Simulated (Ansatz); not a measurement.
MgF$_{2}$:
Space group P4₂/mnm (No. 136); a = b = 4.6260 Å, c = 3.0493 Å, α = β = γ = 90.00°

| atom | site | symmetry | x | y | z |
|---|---|---|---|---|---|
| Mg | 2a | m.mm | 0.0000 | 0.0000 | 0.0000 |
| F | 4f | m.2m | 0.3029 | 0.3029 | 0.0000 |

Relaxed with r²SCAN.

Task: Decompose the optical modes at the zone centre into irreducible representations, and say which are infrared and Raman allowed.

Result: Point group 4/mmm: Γ_opt = A1g + A2g + A2u + B1g + 2B1u + B2g + Eg + 3Eu. Infrared: A2u, Eu. Raman: A1g, B1g, B2g, Eg.

Task: Assign frequencies (DFPT, plane-wave PAW r²SCAN (Ansatz code); without the LO–TO term).

Result: B1g 84, B1u 207, Eu 245, Eg 298, A2g 299, A2u 408, A1g 413, Eu 417, B1u 431, Eu 461, B2g 517 cm⁻¹.

Subscripts of B labels follow the axes of the standard setting.

Space group P4_2/mnm (rutile). Symmetry was held in the r²SCAN relaxation.

Potentials: the earlier of the program's two PAW sets. The files were generated under PBE; for other functionals the program regenerates the frozen cores, and for LDA and PBEsol the local potential too.
